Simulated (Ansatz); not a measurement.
**ZnS (F-43m): birefringence under uniaxial strain**

Cubic ZnS (F-43m) is strained along the cube axis z = [001] with x and y held fixed, and the static electronic response is computed along x and z.

It takes space group F-43m (No. 216, cubic). Conventional cell: a = 5.404 Å, b = 5.404 Å, c = 5.404 Å, α = 90.00°, β = 90.00°, γ = 90.00°. Zn on site c has 4 S at 2.34 Å as nearest neighbours. Around S on site a lie 4 Zn at 2.34 Å.

Method: Ansatz 0.2.0, PBE, independent particles, k-mesh 8×8×8 with interpolation inside its cells, Gaussian parameter 0.1 eV.

Launch of the response step: `ansatz run input.yaml --threads 4 --pin off --max-ram 8192MiB --backend cpu --events-out ev --progress --plain --runs-dir out`. The series took 80 s in all, on 4 threads of Intel(R) Xeon(R) Processor @ 2.50GHz (Skylake/Cascade Lake) (shared host).

| strain along z (%) | ε∞ along x | ε∞ along z | ε_z − ε_x |
| --- | --- | --- | --- |
| -2.0 | 6.3318 | 6.2423 | -0.0895 |
| -1.0 | 6.3166 | 6.2719 | -0.0447 |
| +0.0 | 6.3041 | 6.3041 | +0.0000 |
| +1.0 | 6.2944 | 6.3390 | +0.0446 |
| +2.0 | ? | ? | ? |
| +3.0 | 6.2836 | 6.4173 | +0.1337 |

To first order the splitting is linear in the strain, ε_z − ε_x = −ε² (p₁₁ − p₁₂) · strain.

Working, on the rows shown:

| x = strain | y = ε_z − ε_x |
| --- | --- |
| -0.02 | -0.0895 |
| -0.01 | -0.0447 |
| 0 | 0 |
| 0.01 | 0.0446 |
| 0.03 | 0.1337 |

Means: x̄ = 0.002, ȳ = 0.00882. Σ(x − x̄)(y − ȳ) = 0.006606, Σ(x − x̄)² = 0.00148. Slope = 0.006606 / 0.00148 = 4.463; intercept = ȳ − slope · x̄ = -0.00010676. The line misses the rows shown by at most 0.00013.

**Question.** Fill in the last column of the withheld row.

**Answer.** At x = 0.02 the line gives y = 0.089161. The run gave +0.0892, so the interpolation holds to the digits printed.

Between the rows on either side of x = 0 the slope is (0.0446 − -0.0447) / (0.01 − (-0.01)) = 4.465. So p₁₁ − p₁₂ = −4.47 / 6.30² = -0.112, and 1 % of strain gives n_z − n_x = +0.0089. These are long-wavelength values at fixed fractional positions; over small gaps they hang strongly on the gap. The cell comes from an older database entry, whose edges can be off by a per cent or so. Excitons are left out and so are local fields; PBE gaps are as a rule too small.
